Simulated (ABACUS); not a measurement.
Input of an ABACUS 3.10.1 run:

File run_abacus.py:

```python
"""ABACUS run from a structure file: ASE reads it, the script writes STRU, KPT and INPUT."""
import re
import subprocess
from ase.io import read
from ase.units import Bohr

atoms = read("POSCAR")
atoms = atoms[(-atoms.numbers).argsort(kind="stable")]  # ABACUS lists atoms element by element
pseudo = {'S': 'S_ONCV_PBE-1.2.upf', 'Be': 'Be_ONCV_PBE-1.2.upf'}
orbital = {}
magmoms = None
kmesh = [6, 6, 6]
params = {
    'suffix': 'BeS',
    'calculation': 'scf',
    'basis_type': 'pw',
    'pseudo_dir': './',
    'symmetry': 1,
    'dft_functional': 'MGGA_X_R2SCAN+MGGA_C_R2SCAN',
    'ecutwfc': 103,
    'pseudo_rcut': 7,
    'nspin': 1,
    'nbands': 15,
    'ks_solver': 'dav',
    'smearing_method': 'fd',
    'smearing_sigma': 0.00367493,
    'scf_thr': 1e-08,
    'scf_nmax': 100,
    'mixing_type': 'broyden',
    'mixing_beta': 0.7,
    'cal_force': 1,
    'cal_stress': 1,
    'mixing_tau': 1,
    'out_chg': 1,
    'kpar': 4,
}

symbols = atoms.get_chemical_symbols()
elements = list(dict.fromkeys(symbols))
lines = ["ATOMIC_SPECIES"] + [f"{e} {atoms.get_masses()[symbols.index(e)]:.4f} {pseudo[e]}" for e in elements]
if orbital:
    lines += ["", "NUMERICAL_ORBITAL"] + [orbital[e] for e in elements]
lines += ["", "LATTICE_CONSTANT", f"{1 / Bohr:.10f}", "", "LATTICE_VECTORS"]
lines += [" ".join(f"{x:.10f}" for x in v) for v in atoms.cell]
lines += ["", "ATOMIC_POSITIONS", "Direct"]
for e in elements:
    lines += ["", e, "0.0", str(symbols.count(e))]
    for i, p in enumerate(atoms.get_scaled_positions(wrap=False)):
        if symbols[i] == e:
            mag = "" if magmoms is None else " mag " + " ".join(str(x) for x in (magmoms[i] if isinstance(magmoms[i], list) else [magmoms[i]]))
            lines.append(" ".join(f"{x:.10f}" for x in p) + " 1 1 1" + mag)
open("STRU", "w").write("\n".join(lines) + "\n")
open("KPT", "w").write("K_POINTS\n0\nGamma\n%d %d %d 0 0 0\n" % tuple(kmesh))
open("INPUT", "w").write("INPUT_PARAMETERS\n" + "".join(f"{k:<20s}{v}\n" for k, v in params.items()))

done = subprocess.run(['mpirun', '-np', '4', 'abacus'])
if done.returncode:
    raise SystemExit(done.returncode)
log = open("OUT.BeS/running_scf.log").read()
print("final energy (eV):", re.findall(r"FINAL_ETOT_IS (\S+)", log))
```

Contents of POSCAR:

```
BeS
1.0
    0.0000000000      2.4250000000      2.4250000000
    2.4250000000      0.0000000000      2.4250000000
    2.4250000000      2.4250000000      0.0000000000
S Be
1 1
Direct
    0.7500000000      0.7500000000      0.7500000000
    0.0000000000      0.0000000000      0.0000000000
```

Potentials or basis: SG15 ONCV 1.2 PBE, plane waves.

The run is started by

```console
$ OMP_NUM_THREADS=1 python run_abacus.py > log
```

Question: What does it give for the band gap on the k mesh?

Answer: 3.56 eV, indirect (least direct gap 6.27 eV).

Question: What does it give for the pressure?

Answer: 0.4 GPa.

Caveat: the potentials were made for another functional, which shifts forces and pressure. r2SCAN opens gaps a little over a GGA but as a rule still falls short of measured ones.
